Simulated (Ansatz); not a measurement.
P (bcc type), DFT, PBE, all-electron LAPW, scalar-relativistic (Ansatz 0.2.0), on 1 thread of Intel(R) Xeon(R) 6975P-C (Granite Rapids) (shared host).

Command: `ansatz run input.yaml --threads 1 --pin off --max-ram 3584MiB --backend cpu --events-out ev --progress --plain --runs-dir out`

```yaml
crystal:
  lattice:
    - [-1.5151035779, 1.5151035779, 1.5151035779]
    - [1.5151035779, -1.5151035779, 1.5151035779]
    - [1.5151035779, 1.5151035779, -1.5151035779]
  atoms:
    - { symbol: P, position: [0.0, 0.0, 0.0] }
kpoints:
  mp_grid: { grid: [17, 17, 17] }
scf:
  occupations: { method: fermi_dirac, width: 0.05 }
hamiltonian:
  xc: pbe
  pseudopotentials: { kind: all_electron, lapw: { basis_error: 0.0005 } }
output:
  forces: true
  stress: true
  eigenvalues: true
relax:
  f_tol: 0.005
  max_steps: 12
  cell: { p_target: 2.2, stress_tol: 0.03 }
```

Q: How large is the problem that the program sets up?

A: 165 irreducible k-points, 79 plane waves at Γ, 11 bands.

Q: About how long does it take?

A: 5.8 s of wall time for 9 SCF iterations over 2 geometries. Times on shared machines scatter by tens of per cent.
